Question

I generated a relativistic LDA norm-conserving potential for Mn with semicore 3s and 3p and got the cutoffs below. Could I have guessed them by hand from the settings? And why is 3d the hardest wave at 1 mHa when 3p is far worse at 0.1 mHa?

Calculated values. ONCVPSP 4.0.1, fully relativistic LDA (Perdew-Zunger) pseudopotential for Mn, [Ne] core, reference 3s2 3p6 3d5 4s1. The s, p and d channels have radii 1.55, 0.95 and 1.25 bohr, qcut 7.2, 9.5 and 14.4 /bohr, 4, 4 and 3 matching conditions, and 9, 8 and 8 Bessel functions. Cutoffs are where each wave's residual kinetic energy per electron falls to the stated error.

```
              wave  wave norm inside radius  wave kinetic energy above qcut (mHa)  wave cutoff for 10 mHa (Ha)  wave cutoff for 1 mHa (Ha)  wave cutoff for a tenth mHa (Ha)  wave cutoff for a hundredth mHa (Ha)
                3s                   0.9676                               0.00520                         8.22                       10.80                             19.52                                 24.19
                4s                  0.07532                                0.0122                         6.39                        9.68                             20.89                                 27.24
           3p j3/2                   0.6054                                 0.283                        21.89                       27.75                             119.4                                 221.7
p projector 2 j3/2                  0.03835                                0.0604                        18.15                       24.64                             34.36                                 87.32
p projector 3 j3/2                  0.02906                                 0.160                        21.02                       27.73                             51.88                                 213.6
           3p j1/2                   0.6153                                 0.255                        22.39                       28.19                             114.7                                 220.9
p projector 2 j1/2                  0.03812                                0.0551                        18.54                       25.17                             32.60                                 86.54
p projector 3 j1/2                  0.02916                                 0.145                        21.59                       28.20                             50.65                                 200.6
           3d j5/2                   0.6363                              1.44e-05                        54.59                       67.12                             77.55                                 85.94
           3d j3/2                   0.6394                              1.46e-05                        54.70                       67.21                             77.63                                 86.00
```

Answer

Three sizes sum up this one potential, whose reference state is the Mn⁺ ion (14 valence electrons). An s or p wave smoothed inside a radius of 1 bohr needs roughly 25 Ha for 1 mHa, and this should scale as 1/radius². Going from 10 to 1 mHa costs a factor of about 1.3 (1.23 to 1.36 here, 4s excepted at 1.51). The 3d wave, generated here with a large residual-energy wave number, needs four to five times what its radius suggests.

A cutoff E keeps plane waves up to q = √(2E), and each cutoff column gives the E beyond which the stated kinetic energy per electron is left over. A pseudo wave has a bulk of Fourier components, set by how sharply it bends inside the radius r_c, and a weak tail, which at high enough q should come from the imperfect join at r_c. The generator minimises the energy above the residual-energy wave number q_c; what remains is the column "wave kinetic energy above qcut", R, which belongs to E_q = q_c²/2. Loose targets probe the bulk, targets below R the tail.

Step 1, the bulk. Bending within r_c takes wavelengths down to about r_c, so q·r_c is near 2π. That scaling is an argument; the constants come from the eight s and p rows, whose mean q·r_c is 6.05 at 10 mHa and 6.98 at 1 mHa. Rounded to 6 and 7:

E(10 mHa) ≈ 18/r_c²,  E(1 mHa) ≈ 24.5/r_c²  (Ha, bohr)

Step 2, target above R. Then E < E_q by definition. At 0.1 mHa six rows qualify, and E ≈ 0.75 E_q describes them within 7 % of the table. The 0.75 was read off those same rows and has no derivation.

Step 3, target below R. Four matching conditions leave a jump in the fourth derivative of u = r × radial function. Integrating the transform by parts five times gives q⁻⁵, and the 1/q of the Bessel function makes φ(q) ~ q⁻⁶. The leftover energy ∫q⁴φ²dq then falls as q⁻⁷, that is E^(−7/2):

E ≈ E_q (R/target)^(2/7)

The exponent belongs to four matching conditions; with three, as in the d channel, the same argument gives q⁻⁵ and (R/target)^(2/5). Steps 2 and 3 need R from the run. As a guide, R drops as q_c·r_c grows: 0.06 to 0.3 mHa for p (9.0), about 0.01 mHa for s (11.2), 10⁻⁵ mHa for d (18).

Worked for 3s, which was in the fit: r_c² = 1.55² = 2.40, so 18/2.40 = 7.5 Ha against 8.22 (9 % low) and 24.5/2.40 = 10.2 Ha against 10.80 (6 % low). E_q = 7.2²/2 = 25.9 Ha and R = 0.0052 mHa lies below both tight targets, so 0.75 × 25.9 = 19.4 Ha against 19.52, and for 0.01 mHa only the bound 25.9 Ha against 24.19.

For 3p j3/2, also fitted: r_c² = 0.9025 gives 19.9 and 27.1 Ha against 21.89 and 27.75. But R = 0.283 mHa, so 0.1 mHa falls in the tail: 2.83^(2/7) = 1.35, and 45.1 × 1.35 ≈ 61 Ha against 119.4, half the true value.

Over the s and p rows step 1 has an rms error, relative to the table, of 10 % at 10 mHa (worst 4s, +17 %) and 6 % at 1 mHa. That rests on two radii only, and the two j rows of each p wave are near duplicates. A Gaussian whose width is fixed by the norm inside the radius, with nothing fitted, is 10 to 12 % low for 3s and 29 % low for 3p, the right order for these waves, but it is 71 % low for 3d, so size alone doesn't set the cutoff. The row-by-row figures are in the output after this answer.

Step 3 is right to 1 % when the target is only a little under R (4s at 0.01 mHa, p projector 3 at 0.1 mHa, where E is tied close to E_q anyway), about 15 % low for p projector 2 and about 50 % low in the remaining cases, so treat it as a lower estimate. The numbers show why: for 3p the residual falls only as about E⁻¹ between E_q and 0.1 mHa, meaning the leftover energy sits at much higher q. For p projector 3 the exponents between E_q and 0.1 mHa are 3.4 and 3.2, but that window is short: it ends at q = 10.2 /bohr (j3/2), against 15.5 /bohr for 3p, and the wave flattens after it. These exponents are averages over different q windows, so both waves may share one slow stretch above q_c; the table is too sparse to place it and doesn't show its cause. Over the next decade 3p has exponents of 3.7 and 3.5, close to theory, while p projector 3 has about 1.6 to 1.7. The law is asymptotic and modulated with period π/r_c, so the 3p agreement may be luck.

The 3d rows, left out of the fit, break step 1: 15.7 Ha against 67.1. One argument is shape: the core holds no d shell, so the all-electron 3d is nodeless, with no inner oscillations to smooth away. Size as measured by the norm is not the reason: 3d has 0.64 of its norm inside 1.25 bohr, 3p j3/2 has 0.61 inside 0.95 bohr, and the Gaussian gives both about the same cutoff. A Slater 3d function matched to the norm gives about 67 Ha at 10 mHa, 22 % above the table, and is a factor of two high at 1 mHa (for 3s and 3p the same model is several times too high or worse). An exponential d shape can thus reach this range, but a single Slater function is not the all-electron orbital, so it doesn't measure how much the generator softened the wave. The large q_c of 14.4 /bohr also asks nothing of lower q, and one run cannot separate shape from setting. A fixed fraction of E_q (0.56 at 1 mHa, fitted to all rows) is within 14 % for d and better overall, 21 % rms against 35 %, but 34 to 49 % high for s.

That answers your second question. The 3d wave has a hard bulk and almost no tail, so it ends at 86 Ha for 0.01 mHa. The 3p wave has a softer bulk and a tail of nearly 0.3 mHa, so it takes over at 0.1 mHa with 119 Ha and needs 222 Ha at 0.01 mHa. By the same argument a smaller p radius at fixed q_c should raise both the bulk cutoff and R, and a larger p q_c should trade a harder bulk for a smaller tail.

The constants come from one randomly set potential, so expect them to shift for others. The errors are per electron in an atom and are not weighted by occupation (the extra p projectors are empty), so they don't give the error in a solid. Hardness is also not accuracy: in the same run the single-projector d channel has a scattering phase error that is very small near the bound 3d level but grows to about half a radian between four and five Ha above zero energy.

The analysis program printed:

```
s: Eq=25.9 Ha, qc*rc=11.16, pi/rc=2.03/bohr, 18/rc^2=7.49, 24.5/rc^2=10.20 Ha
p: Eq=45.1 Ha, qc*rc=9.03, pi/rc=3.31/bohr, 18/rc^2=19.94, 24.5/rc^2=27.15 Ha
d: Eq=103.7 Ha, qc*rc=18.00, pi/rc=2.51/bohr, 18/rc^2=11.52, 24.5/rc^2=15.68 Ha
mean x=q*rc, s+p rows (d left out, its misfit shown): 10 mHa 6.05, 1 mHa 6.98
rival E=f*Eq, all rows: f10=0.43, f1=0.56
wave: x10 x1 | radius err% 10,1 | f*Eq err% 10,1 | E1/E10 | E/Eq at 10,1,0.1,0.01
3s: 6.28 7.20 | -9 -6 | +34 +34 | 1.31 | 0.32 0.42 0.75 0.93
4s: 5.54 6.82 | +17 +5 | +72 +49 | 1.51 | 0.25 0.37 0.81 1.05
3p j3/2: 6.29 7.08 | -9 -2 | -12 -9 | 1.27 | 0.49 0.61 2.65 4.91
p pr2 j3/2: 5.72 6.67 | +10 +10 | +6 +2 | 1.36 | 0.40 0.55 0.76 1.94
p pr3 j3/2: 6.16 7.07 | -5 -2 | -9 -9 | 1.32 | 0.47 0.61 1.15 4.73
3p j1/2: 6.36 7.13 | -11 -4 | -14 -11 | 1.26 | 0.50 0.62 2.54 4.90
p pr2 j1/2: 5.78 6.74 | +8 +8 | +3 +0 | 1.36 | 0.41 0.56 0.72 1.92
p pr3 j1/2: 6.24 7.13 | -8 -4 | -11 -11 | 1.31 | 0.48 0.62 1.12 4.45
3d j5/2: 13.06 14.48 | -79 -77 | -19 -14 | 1.23 | 0.53 0.65 0.75 0.83
3d j3/2: 13.07 14.49 | -79 -77 | -19 -14 | 1.23 | 0.53 0.65 0.75 0.83
rms% (10,1 mHa) s+p: radius [10.  6.] f*Eq [30. 22.] ; all rows: radius [36. 35.] f*Eq [28. 21.]
3d table/radius rule factor (10,1 mHa): [4.74 4.28]
0.75*Eq at 0.1 mHa where R<0.1: 3s 19.4Ha -0%, 4s 19.4Ha -7%, p pr2 j3/2 33.8Ha -2%, p pr2 j1/2 33.8Ha +4%, 3d j5/2 77.8Ha +0%, 3d j3/2 77.8Ha +0%
tail rule Eq*(R/target)^(2/7) where R>target:
 4s: 0.01 mHa 27.4 vs 27.2 Ha (+1%)
 3p j3/2: 0.1 mHa 60.7 vs 119.4 Ha (-49%); 0.01 mHa 117.3 vs 221.7 Ha (-47%)
 p pr2 j3/2: 0.01 mHa 75.4 vs 87.3 Ha (-14%)
 p pr3 j3/2: 0.1 mHa 51.6 vs 51.9 Ha (-1%); 0.01 mHa 99.6 vs 213.6 Ha (-53%)
 3p j1/2: 0.1 mHa 59.0 vs 114.7 Ha (-49%); 0.01 mHa 113.8 vs 220.9 Ha (-48%)
 p pr2 j1/2: 0.01 mHa 73.5 vs 86.5 Ha (-15%)
 p pr3 j1/2: 0.1 mHa 50.2 vs 50.6 Ha (-1%); 0.01 mHa 96.9 vs 200.6 Ha (-52%)
local exponent n, R~E^-n (theory 3.5): Eq->0.1 mHa, 0.1->0.01 mHa; q at 0.1, 0.01
 3p j3/2: 1.07, 3.72; E ratio 1.86; q 15.5, 21.1/bohr
 p pr3 j3/2: 3.37, 1.63; E ratio 4.12; q 10.2, 20.7/bohr
 3p j1/2: 1.00, 3.51; E ratio 1.93; q 15.1, 21.0/bohr
 p pr3 j1/2: 3.22, 1.67; E ratio 3.96; q 10.1, 20.0/bohr
nodeless shape from norm, E10,E1 in Ha (err%):
 3s: Gauss 7.2(-12) 9.7(-10) | Slater zeta=2.22/bohr 214.8(+2513) 1011.4(+9264)
 3p j3/2: Gauss 15.6(-29) 19.7(-29) | Slater zeta=2.77/bohr 101.3(+363) 264.6(+854)
 3p j1/2: Gauss 15.9(-29) 20.0(-29) | Slater zeta=2.80/bohr 104.7(+367) 273.2(+869)
 3d j5/2: Gauss 15.7(-71) 19.4(-71) | Slater zeta=3.04/bohr 66.8(+22) 136.8(+104)
 3d j3/2: Gauss 15.8(-71) 19.5(-71) | Slater zeta=3.05/bohr 67.3(+23) 137.9(+105)
limiting wave: 10 mHa 3d j3/2 54.7 Ha, 1 mHa 3d j3/2 67.2 Ha, 0.1 mHa 3p j3/2 119.4 Ha, 0.01 mHa 3p j3/2 221.7 Ha
10^(2/7)=1.93; rounding floor: cutoffs <=0.08%, tail rule ~0.3%
```
